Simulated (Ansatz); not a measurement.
System: BaO (rock salt type), 2 atoms in the cell.

```xyz
2
Lattice="0.0000 2.7950 2.7950 2.7950 0.0000 2.7950 2.7950 2.7950 0.0000" Properties=species:S:1:pos:R:3 pbc="T T T"
Ba    0.0000    0.0000    0.0000
O     2.7950    2.7950    2.7950
```

Level of theory: HSE06, plane waves, all-electron PAW datasets generated for the crystal, point nucleus in Ansatz 0.2.0 development build.

Cutoff 340 eV; exchange singularity: regularized; k-mesh 6×6×6 Γ-centred; Fermi–Dirac smearing of 0.02 eV; no spin polarisation; no spin–orbit coupling.

Q: How large is the gap on this mesh, is it direct, and where do the band edges lie (fractions of the reciprocal vectors of this cell)?

A: 3.40 eV, direct at (0.000, -0.500, -0.500).

Q: List the levels near the gap at (0.000, 0.000, 0.000), (0.000, 0.167, -0.500), (0.000, 0.167, -0.333), (0.000, 0.333, -0.500), (0.000, -0.500, -0.500), in eV from the top of the valence band (v1 is the highest filled band, c1 the lowest empty one).

A: 
```tsv
k	v4	v3	v2	v1	c1
(0.000, 0.000, 0.000)	-10.80	-0.41	-0.41	-0.41	4.80
(0.000, 0.167, -0.500)	-11.03	-1.47	-1.14	-1.11	5.88
(0.000, 0.167, -0.333)	-10.91	-1.68	-1.37	-0.70	6.15
(0.000, 0.333, -0.500)	-11.27	-0.62	-0.51	-0.37	4.16
(0.000, -0.500, -0.500)	-11.38	-0.19	-0.19	0.00	3.40
```

A gap read on the mesh is an upper bound of this method's gap, since the mesh can miss a band edge. Spin–orbit coupling is left out; with heavy elements it can shift the gap and split levels by tenths of an eV.
